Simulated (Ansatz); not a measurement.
# BaS (WC-type structure)

Level of theory: DFT, PBE, scalar-relativistic, no spin polarisation; plane waves to 420 eV with PAW datasets (Ansatz 0.2.0), 10×10×8 k-mesh, Gaussian smearing of 0.05 eV. The datasets are Ansatz's generated set soft_2.

```
CELL_PARAMETERS angstrom
4.36529 0.00000 0.00000
-2.18265 3.78046 0.00000
0.00000 0.00000 3.97807
ATOMIC_POSITIONS crystal
Ba 0.00000 0.00000 0.00000
S 0.66667 0.33333 0.50000
```

The start was a prototype's sites filled with these elements. The Crystallography Open Database lists the compound in space group Fm-3m (rock salt), so this is a trial structure.

| Item | Value |
| --- | --- |
| Space group | P-6m2 (No. 187) |
| Volume | 32.82 Å³/atom |
| Band gap | 2.04 eV |
| Smallest direct gap | 2.04 eV |
| Bader charges | Ba 1.40; S -1.40 e |
| Bulk modulus (Birch–Murnaghan) | 39 GPa |
| Pressure derivative B0′ | 4.2 |
| Shear modulus (Hill) | 17.8 GPa |
| Young's modulus | 46 GPa |
| Poisson's ratio | 0.30 |
| Elastically stable | yes |

(1) Fill in the formation energy from the elements (0 K, uncorrected) (PBE).

Answer:

(1) -2.00 eV/atom.

Bader charges against formal ones: Ba +1.40 (+2), S −1.40 (−2). The cations give up 70 % of the formal charge; Bader charges stay under formal ones because the anions' density reaches into the cations' basins.

Formal charges Ba²⁺, S²⁻ balance and leave closed shells on every ion, so a band insulator is expected, and the gap is 2.04 eV.

Semilocal functionals underestimate band gaps, commonly by a third or more. Scalar-relativistic only: spin–orbit splittings of the heavy atoms' levels are missing.
